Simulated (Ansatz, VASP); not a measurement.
## AgCl: VASP beside Ansatz

```
CELL_PARAMETERS angstrom
0.00000 2.82168 2.82168
2.77315 0.04853 2.77315
2.77315 2.77315 0.04853
ATOMIC_POSITIONS crystal
Ag 0.50000 0.50000 0.50000
Cl 0.00000 0.00000 0.00000
```

Change from the starting cell: strain +0.0350 x Voigt [0, 0, 0, 1, 0, 0], atoms carried along.

Alike in both runs: task single point; functional PBE; k mesh 8 × 8 × 8; occupations gaussian, width 0.05 eV; no spin polarisation.

|  | VASP | Ansatz |
| --- | --- | --- |
| version | VASP 6.6.1 | Ansatz 0.2.0 |
| potentials or method | VASP PAW PBE potentials, release 64 (Ag, Cl) | scalar-relativistic, plane waves, PAW |
| plane-wave cutoff (eV) | 520 | 420 |
| valence electrons in the cell | 18 | 26 |

Ansatz gave:

| Item | Value |
| --- | --- |
| gap on the k mesh at the Fermi level (eV) | 0.88 |
| least direct gap on the mesh (eV) | 3.15 |
| pressure (GPa) | 1.6 |
| largest component of the traceless stress (GPa) | 0.19 |

Estimate VASP's values.

gap on the k mesh at the Fermi level (eV): 0.88; least direct gap on the mesh (eV): 3.15; pressure (GPa): 1.5; largest component of the traceless stress (GPa): 0.19.

The functional is the same, so the differences come from potentials, cutoffs and numerics. The two sets of potentials don't hold the same shells in valence.

A k mesh can miss the band edges.
